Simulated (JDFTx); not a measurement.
FeO (Wuestite):

```
Fe O
1.0
     1.51882    0.87689    2.51958
    -1.51882    0.87689    2.51958
     0.00000   -1.75378    2.51958
Fe O
1 1
Direct
  0.00000 0.00000 0.00000
  0.50000 0.50000 0.50000
```

```yaml
Program: JDFTx 1.7.0 (patched build)
Task: single point
Functional: PBEsol
Potentials_or_basis: PseudoDojo-SR-PBEsol-0.4.1-standard with smoothed tails
Cutoff: 1225 eV
Density_cutoff: 9796 eV
k_mesh: 11 × 11 × 11
Occupations: fermi-dirac, width 0.05 eV
Spin: collinear spin, ferromagnetic start
Starting_moments: "[3.0, 0.0] μB"
```

On this cell: pressure -10.1 GPa; largest force under 0.003 eV/Å; net moment 4.00 μB per cell; site moments Fe +3.63; O +0.38 μB; band gap on the k mesh none (metal or under the smearing width).

The same run follows on a disturbed copy (atoms moved at random, drawn with an rms of 0.05 Å):

```xyz
2
Lattice="1.5188 0.8769 2.5196 -1.5188 0.8769 2.5196 0.0000 -1.7538 2.5196" Properties=species:S:1:pos:R:3 pbc="T T T"
Fe    0.0044    0.0002    0.0152
O    -0.0560    0.0328    3.7337
```

What does the disturbed cell give?

The energy (extrapolated to zero smearing) moves by +5.1 meV/atom; pressure -9.4 GPa; largest force 0.234 eV/Å; net moment 4.00 μB per cell; site moments Fe +3.63; O +0.38 μB; band gap on the k mesh none (metal or under the smearing width).

Forces in eV/Å, atoms in the order of the input:
```
Fe  -0.151  0.082 -0.159
O    0.151 -0.082  0.159
```

Stress tensor (GPa, compression positive):
```
 -8.70  -0.65   0.86
 -0.65  -9.42  -0.50
  0.86  -0.50 -10.14
```

Caveats: a cell with one magnetic atom can't hold antiferromagnetic order, which such compounds often take; semilocal functionals often make such compounds metallic where correlation or magnetic order opens a gap, which also shifts bond lengths.
